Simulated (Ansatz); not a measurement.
## AlN: an elastic constant from a strain scan

Computed with DFT r2SCAN, scalar-relativistic, plane waves, PAW in Ansatz. The runs took a 500 eV cutoff, a Γ-centred 10×10×10 mesh and Gaussian smearing (0.05 eV). No spin polarisation. Energies are free energies at this smearing, counted from the undisturbed cell; pressure is positive in compression.

The undisturbed cell (relaxed at this level; this zinc-blende form isn't the usual structure):

```
Al N
1.0
     0.00000    2.18490    2.18490
     2.18490    0.00000    2.18490
     2.18490    2.18490    0.00000
Al N
1 1
Direct
  0.00000 0.00000 0.00000
  0.75000 0.75000 0.75000
```

The cell is strained by ε times the Voigt pattern (0, 0, 0, 0, 0, 1) (xx, yy, zz, yz, xz, xy; engineering shear) with fractional coordinates fixed. The cell holds 2 atoms in V0 = 20.86 Å³. The stress column is τ = (1/V0) dE/dε, got from the stress tensor σ (compression positive) at each point as −det(1 + εP) σ : P(1 + εP)⁻¹, with P the pattern as a tensor.

| ε | ΔE (meV/atom) | τ (GPa) |
| --- | --- | --- |
| -0.0350 | 9.361 | -8.225 |
| -0.0300 | 6.876 | -7.046 |
| -0.0250 | 4.774 | -5.868 |
| -0.0200 | 3.056 | -4.693 |
| -0.0150 | 1.719 | -3.518 |
| -0.0100 | 0.764 | -2.345 |
| -0.0050 | 0.192 | -1.172 |
| 0.0000 | 0.000 | 0.000 |
| 0.0050 | 0.192 | 1.172 |
| 0.0100 | 0.764 | 2.345 |
| 0.0150 | 1.719 | 3.518 |
| 0.0200 | 3.056 | 4.693 |
| 0.0250 | 4.774 | 5.868 |
| 0.0300 | 6.876 | 7.046 |
| 0.0350 | 9.361 | 8.225 |
| 0.0400 | ? | ? |

Task: Which combination of elastic constants does this scan measure, and how large is it?

Result: For small ε, τ = τ0 + Kε with K = pᵀCp, which for this pattern is C44 in the cubic axes. The parabola through τ at ε = -0.0050, 0 and 0.0050 has slope K = 234 GPa at zero. The energies per cell, E = NΔE, of the same two points give K = 2[E(ε₊)/ε₊ − E(ε₋)/ε₋]/[(ε₊ − ε₋)V0] = 236 GPa, in agreement. These are clamped-ion values.

Task: Predict the withheld row at ε = 0.0400 from the harmonic law, and compare.

Result: ΔE = V0(τ0 ε + Kε²/2)/N = 12.212 meV/atom and τ = 9.38 GPa. The calculation gives 12.231 meV/atom and 9.41 GPa, a miss of 0.2 % of the harmonic energy, so the harmonic law still holds here.

Forces appear on the atoms along this scan, and letting them relax would lower the energy and soften the response.